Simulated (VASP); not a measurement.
Runs of VASP 6.6.1 on NaH. It takes space group Fm-3m (No. 225, cubic). The conventional cell has a = 4.880 Å, b = 4.880 Å, c = 4.880 Å, α = 90.00°, β = 90.00°, γ = 90.00°. Na (site symmetry m-3m) has 6 H at 2.44 Å as nearest neighbours. H (site symmetry m-3m) has 6 Na at 2.44 Å as nearest neighbours. 

```csv
task,level,potentials or basis,spin,cell,k mesh,cutoff (eV),smearing,other keys,gap on the mesh (eV),pressure (GPa)
optical spectrum,optB88-vdW,"VASP PAW PBE potentials, release 64 (Na_pv, H)","SOC, no magnetisation",as given,7 × 7 × 7,520,tetrahedron,-,-,-1.3
band structure,r2SCAN+rVV10,"VASP PAW PBE potentials, release 64 (Na_pv, H)",off,cell strained at random at fixed volume,9 × 9 × 9,520,fermi-dirac 0.1 eV,-,4.45,-1.6
single point,RPBE,"VASP PAW PBE potentials, release 64 (Na, H)",off,as given,9 × 9 × 9,500,gaussian 0.1 eV,-,4.20,(b)
single point,revTPSS+D3,"VASP PAW PBE potentials, release 64 (Na_pv, H)",off,as given,9 × 9 × 9,520,gaussian 0.05 eV,MAXMIX = 40; NBANDS = 28,4.56,-2.3
electron localisation function,PW91,"VASP PAW PBE potentials, release 64 (Na, H)",off,volume scaled by 1.25,9 × 9 × 9,500,gaussian 0.2 eV,ISMEAR = 0; SIGMA = 0.2; AMIX = 0.05,3.64,(a)
```

Problem. Fill in the values left out.

Solution. (a) -3.9; (b) 0.2.

Caveats: the PAW data sets were made with another functional, which shifts forces and pressure a little; an odd mesh through Γ misses points on the zone boundary, where band edges often lie (some runs); spectra need much finer meshes, so this one isn't converged (some runs); independent-particle spectra lack excitons (some runs); the mesh misses the band edges, which the band path finds closer together (some runs).

The runs don't all hold the same shells in valence.
